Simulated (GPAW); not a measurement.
A run of GPAW 26.7.0 is set up as follows.

run.py

```python
from ase.dft.bandgap import bandgap
from ase.io import read, write
from ase.units import GPa
from gpaw import GPAW, PW

atoms = read('Al.xyz')

calc = GPAW(mode=PW(600),
            xc='MGGA_X_R2SCAN+MGGA_C_R2SCAN',
            kpts={'size': (11, 11, 11), 'gamma': True},
            occupations={'name': 'fermi-dirac', 'width': 0.05},
            nbands=7,
            convergence={'density': 1e-05, 'energy': 1e-05},
            maxiter=150,
            txt='gpaw.txt')
atoms.calc = calc
energy = atoms.get_potential_energy()
forces = atoms.get_forces()
stress = atoms.get_stress()
calc.write('gs.gpw')
write('result.traj', atoms)
print(f'Energy: {energy:.6f} eV')
print('Forces (eV/A):')
print(forces.round(4))
print('Stress (GPa):', (stress / GPa).round(3))
print('Fermi level:', round(calc.get_fermi_level(), 4), 'eV')
print(f'Gap: {bandgap(calc)[0]:.4f} eV, direct: {bandgap(calc, direct=True)[0]:.4f} eV')

path = atoms.cell.bandpath('GXWKGLUWLK,UX', npoints=80, eps=1e-4)
bs_calc = calc.fixed_density(kpts=path, symmetry='off', nbands=13,
                             convergence={'bands': 'CBM+6.0', 'eigenstates': 1e-6}, txt='bands.txt')
bs = bs_calc.band_structure()
bs.write('bs.json')
print(f'Gap on the path: {bandgap(bs_calc)[0]:.4f} eV')
```

Contents of Al.xyz:

```xyz
1
Lattice="0.0000000000 2.0248050000 2.0248050000 2.0248050000 0.0000000000 2.0248050000 2.0248050000 2.0248050000 0.0000000000" Properties=species:S:1:pos:R:3 pbc="T T T"
Al     0.0000000000      0.0000000000      0.0000000000
```

Potentials or basis: GPAW PAW data sets (gpaw-data 1.2.1), pw.

The run is started by

```sh
$ OMP_NUM_THREADS=1 python run.py
```

Problem. Estimate the band gap along the path.

Solution. None (metal or under the smearing width).

Problem. Predict the pressure.

Solution. -3.3 GPa.

Levels at the corners of the path, in eV from the Fermi level:
```
point  band 1  band 2  band 3  band 4  band 5
    Γ  -11.81   13.37   13.37   13.37   15.14
    X   -3.16   -1.65    5.50    5.97    5.97
    W   -0.94   -0.94    0.05    1.47   16.83
    K   -2.05   -1.52   -0.28    7.01    8.78
    Γ  -11.81   13.37   13.37   13.37   15.14
    L   -4.99   -4.53   12.11   12.11   12.25
    U   -2.05   -1.52   -0.28    7.01    8.78
    W   -0.94   -0.94    0.05    1.47   16.83
    L   -4.99   -4.53   12.11   12.11   12.25
    K   -2.05   -1.52   -0.28    7.01    8.78
    U   -2.05   -1.52   -0.28    7.01    8.78
    X   -3.16   -1.65    5.50    5.97    5.97
```

Caveat: the PAW data sets were made with another functional, which shifts forces and pressure a little.
